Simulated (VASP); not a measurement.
Here is a VASP 6.6.1 calculation.

The input INCAR:

```
PREC     = Accurate       # precision mode
ENCUT    = 520            # plane-wave cutoff, eV
EDIFF    = 1E-6           # SCF threshold, eV
ISMEAR   = -1             # smearing method
SIGMA    = 0.05           # smearing width, eV
LREAL    = F              # projectors in reciprocal space
LASPH    = T              # aspherical terms in the spheres
NELM     = 80             # most SCF steps
ALGO     = Fast           # electronic algorithm
ISIF     = 2              # what is computed and relaxed
LWAVE    = F              # write WAVECAR
LCHARG   = T              # write CHGCAR
GGA      = PE             # functional
LELF     = T              # ELF
LVHAR    = T            
NBANDS   = 32             # bands
```

The input KPOINTS:

```
regular mesh
0
Gamma
  8 8 8
```

The input POSCAR:

```
Bi2Se3
1.0
    2.0715000000      1.1959810826      9.5453333333
   -2.0715000000      1.1959810826      9.5453333333
    0.0000000000     -2.3919621653      9.5453333333
Bi Se
2 3
Direct
    0.5992000000      0.5992000000      0.5992000000
    0.4008000000      0.4008000000      0.4008000000
    0.7883000000      0.7883000000      0.7883000000
    0.2117000000      0.2117000000      0.2117000000
    0.0000000000      0.0000000000      0.0000000000
```

Potentials or basis: VASP PAW PBE potentials, release 64 (Bi_d, Se).

The run is started by

```console
$ cat potpaw_PBE.64/Bi_d/POTCAR potpaw_PBE.64/Se/POTCAR > POTCAR
$ mpirun -np 1 vasp_std > vasp.out
```

Estimate the pressure.

2.6 GPa.

Predict the largest force.

0.171 eV/Å.

What does it give for the band gap on the k mesh?

0.21 eV, direct.

Forces on the atoms (eV/Å):
```
Bi   0.000  0.000  0.168
Bi   0.000  0.000 -0.168
Se   0.000  0.000  0.171
Se   0.000  0.000 -0.171
Se   0.000  0.000  0.000
```

Caveat: spin-orbit coupling is left out, which as a rule narrows the gap of such compounds by several tenths of an eV. A k mesh can miss the band edges.
